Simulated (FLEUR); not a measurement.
**CoO: single point with PBEsol+U**

CoO:

```
Co O
1.0
     1.50547    0.86918    2.43993
    -1.50547    0.86918    2.43993
     0.00000   -1.73837    2.43993
Co O
1 1
Direct
  0.00000 0.00000 0.00000
  0.50000 0.50000 0.50000
```

The cell is a database's computed one.

```yaml
Program: FLEUR MaX-R8.1 (later development tree)
Task: single point
Functional: PBEsol
Potentials_or_basis: all-electron
Basis: FLAPW
Kmax: 4.69 1/bohr
k_mesh: 9 × 9 × 9
Occupations: fermi-dirac, width 0.05 eV
Spin: collinear spin, ferromagnetic start
Starting_moments: "[2.0, 0.0] μB"
Hubbard_terms: Co d U = 0.0 eV
```

The band gap on the k mesh is none (metal or under the smearing width), the net moment is 2.92 μB per cell and the site moments are Co +2.55; O +0.32 μB. The valence electrons inside the program's atomic spheres are Co 15.24; O 5.08 (radii Co 2.09, O 1.59 bohr).

Levels at points of the mesh, in eV from the Fermi level:
Spin up:
| k point | band 10 | band 11 | band 12 | band 13 | band 14 | band 15 | band 16 | band 17 |
| --- | --- | --- | --- | --- | --- | --- | --- | --- |
| (0.00, 0.00, 0.00) | -3.27 | -3.18 | -3.18 | -3.14 | 0.83 | 16.50 | 18.38 | 18.38 |
Spin down:
```tsv
k point	band 6	band 7	band 8	band 9	band 10	band 11	band 12	band 13	band 14	band 15
(0.00, 0.00, 0.00)	-2.73	-2.73	-2.67	-1.14	-1.14	-1.11	-0.14	-0.14	1.39	16.44
```

Eigenvalues of the final occupation matrices:
```
       site  spin  trace               eigenvalues
atom type 1     1   4.68  0.93 0.93 0.93 0.95 0.95
atom type 1     2   2.16  0.18 0.18 0.60 0.60 0.61
```

Core levels (eV from the Fermi level):
```tsv
atom	levels
1 Co	1s1/2 -7577.0, 2s1/2 -891.3, 2p1/2 -772.5, 2p3/2 -757.7
2 O	1s1/2 -505.1
```

It took 96 s on 1 thread of Arm Neoverse V2 (shared host), peak memory 0.08 GiB.

Caveat: a cell with one magnetic atom can't hold antiferromagnetic order, which such compounds often take. The state reached can hang on the start; a lower one may exist.
